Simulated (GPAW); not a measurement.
## CuO: relaxation of cell and atoms with PBE

The system is CuO.

```
CELL_PARAMETERS angstrom
4.16094 0.00000 0.00000
0.00000 4.16094 0.00000
0.00000 0.00000 3.88764
ATOMIC_POSITIONS crystal
Cu 0.50000 0.00000 0.50000
Cu 0.00000 0.50000 0.50000
Cu 0.00000 0.00000 0.00000
O 0.00000 0.00000 0.50000
O 0.50000 0.00000 0.00000
O 0.00000 0.50000 0.00000
```

Measurements of this composition are mostly on another form, of space group No. 15.

```
Program             : GPAW 26.7.0
Task                : relaxation of cell and atoms
Functional          : PBE
Potentials or basis : GPAW PAW data sets (gpaw-data 1.2.1)
Cutoff              : 800 eV
Basis               : pw
k mesh              : 4 × 4 × 4
Occupations         : fermi-dirac, width 0.05 eV
Spin                : no spin polarisation
Target pressure     : 30 GPa
Maxiter             : 150
Optimizer           : BFGS
Fmax                : 0.02 eV/Å
Max steps           : 60
Target pressure     : 30 GPa
Convergence         : density=1e-05 forces=0.0001
```

```yaml
Relaxed_volume: 9.68 Å³/atom
Relaxed_cell: a = 3.853 Å, b = 3.853 Å, c = 3.910 Å, α = 90.00°, β = 90.00°, γ = 90.00°
Space_group_after_relaxing_to_0.05_Å: P4/mmm (No. 123)
Energy_change_on_relaxing_the_enthalpy_is_what_falls: +142.6 meV/atom
Ionic_steps: 9
Pressure_after_relaxing: 30.0 GPa
Band_gap_on_the_k_mesh: none (metal or under the smearing width)
```

Step by step:
```tsv
step	energy change (eV)	largest force (eV/Å)	pressure (GPa)	volume (Å³)
1	0.0000	0.0000	3.77	67.31
2	0.0295	0.0000	5.91	66.43
3	0.6130	0.0000	25.85	60.36
4	0.8276	0.0000	31.16	59.09
5	0.8723	0.0000	32.22	58.76
6	1.0512	0.0000	35.86	57.31
7	0.9939	0.0000	33.92	57.42
8	0.8755	0.0000	30.55	57.96
9	0.8553	0.0000	30.02	58.06
```

Final structure:
```cif
data_structure
_symmetry_space_group_name_H-M 'P 1'
_symmetry_Int_Tables_number 1
_cell_length_a 3.8535
_cell_length_b 3.8535
_cell_length_c 3.9103
_cell_angle_alpha 90.000
_cell_angle_beta 90.000
_cell_angle_gamma 90.000
_cell_volume 58.06
loop_
_atom_site_label
_atom_site_type_symbol
_atom_site_fract_x
_atom_site_fract_y
_atom_site_fract_z
_atom_site_occupancy
Cu1 Cu 0.50000 0.00000 0.50000 1
Cu2 Cu 0.00000 0.50000 0.50000 1
Cu3 Cu 0.00000 0.00000 0.00000 1
O1 O 0.00000 0.00000 0.50000 1
O2 O 0.50000 0.00000 0.00000 1
O3 O 0.00000 0.50000 0.00000 1
```

Levels at points of the mesh, in eV from the Fermi level:
| k point | band 24 | band 25 | band 26 | band 27 | band 28 | band 29 |
| --- | --- | --- | --- | --- | --- | --- |
| (0.00, 0.00, 0.00) | -1.73 | -1.70 | -1.70 | -1.47 | 1.34 | 7.03 |
| (0.00, 0.00, 0.50) | -0.80 | -0.58 | -0.58 | -0.06 | 4.83 | 7.03 |
| (0.50, 0.00, 0.00) | -1.69 | -1.11 | -1.01 | -0.64 | 4.21 | 4.25 |
| (0.50, 0.00, 0.50) | -0.86 | -0.38 | 1.17 | 1.43 | 4.54 | 6.79 |
| (0.50, 0.50, 0.00) | -0.77 | -0.49 | -0.49 | 1.58 | 2.86 | 7.30 |
| (0.50, 0.50, 0.50) | 0.97 | 1.07 | 1.49 | 1.49 | 1.75 | 7.54 |

Run time: 9.4 min on 1 thread of Arm Neoverse V1 (shared host), peak memory 0.29 GiB.

Caveat: the k mesh is coarse (spacing up to 0.40 Å⁻¹), so the values aren't converged; with this Cu data set, volumes or pressures lay over 1.5 % or 2 GPa off other programs in two to four cells of ten; later steps reuse the first step's grids; an odd number of electrons without spin polarisation forces a metal; a magnetic or distorted state may lie lower; the run has no spin polarisation, though such a crystal can be magnetic; semilocal functionals often make such compounds metallic where correlation or magnetic order opens a gap, which also shifts bond lengths. With open d or f shells a metallic result of PBE can be an artefact of self-interaction; +U or a hybrid may open a gap.
